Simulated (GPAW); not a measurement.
The system is Sm.

```xyz
2
Lattice="3.6440 0.0000 0.0000 -1.8220 3.1558 0.0000 0.0000 0.0000 5.8760" Properties=species:S:1:pos:R:3 pbc="T T T"
Sm    1.8220    1.0519    4.4070
Sm    0.0000    2.1039    1.4690
```

This isn't the form of Sm at room conditions, which is rhombohedral.

| Item | Value |
| --- | --- |
| Program | GPAW 26.7.0 |
| Task | relaxation of cell and atoms |
| Functional | LDA |
| Potentials or basis | the program's PAW data sets (release 1.2.1) made for this functional |
| Cutoff | 800 eV |
| Basis | pw |
| k mesh | 5 × 5 × 3 |
| Occupations | fermi-dirac, width 0.05 eV |
| Spin | collinear spin, ferromagnetic start |
| Starting moments | [5.0, 5.0] μB |

At the start: pressure -1.2 GPa; volume 33.79 Å³/atom.

**Question.** Where does the relaxation end?

**Answer.** Over 6 steps the energy falls by 9.6 meV/atom and the volume is 31.85 Å³/atom (-5.7 %); space group P6_3/mmc (No. 194, to 0.05 Å); moment 12.58 μB per cell.

Step by step:
| step | energy change (eV) | largest force (eV/Å) | pressure (GPa) | volume (Å³) |
| --- | --- | --- | --- | --- |
| 1 | 0.0000 | 0.0000 | -1.20 | 67.57 |
| 2 | -0.0030 | 0.0000 | -1.10 | 67.21 |
| 3 | -0.0192 | 0.0000 | 0.07 | 63.42 |
| 4 | -0.0191 | 0.0000 | 0.01 | 63.59 |
| 5 | -0.0191 | 0.0000 | 0.00 | 63.61 |
| 6 | -0.0191 | 0.0000 | -0.03 | 63.69 |

Final structure:
```yaml
crystal:
  lattice:
    - [3.56219, 0.00000, 0.00000]
    - [-1.78110, 3.08495, 0.00000]
    - [0.00000, 0.00000, 5.79572]
  atoms:
    - { symbol: Sm, position: [0.66667, 0.33333, 0.75000] }
    - { symbol: Sm, position: [0.33333, 0.66667, 0.25000] }
```

Caveat: the k mesh is coarse (spacing up to 0.40 Å⁻¹), so the values aren't converged; one-centre terms of the f shell are cut off; the magnetic or orbital state may not be the lowest; each step starts from the last one's moments, so a moment once lost doesn't come back; later steps reuse the first step's grids.
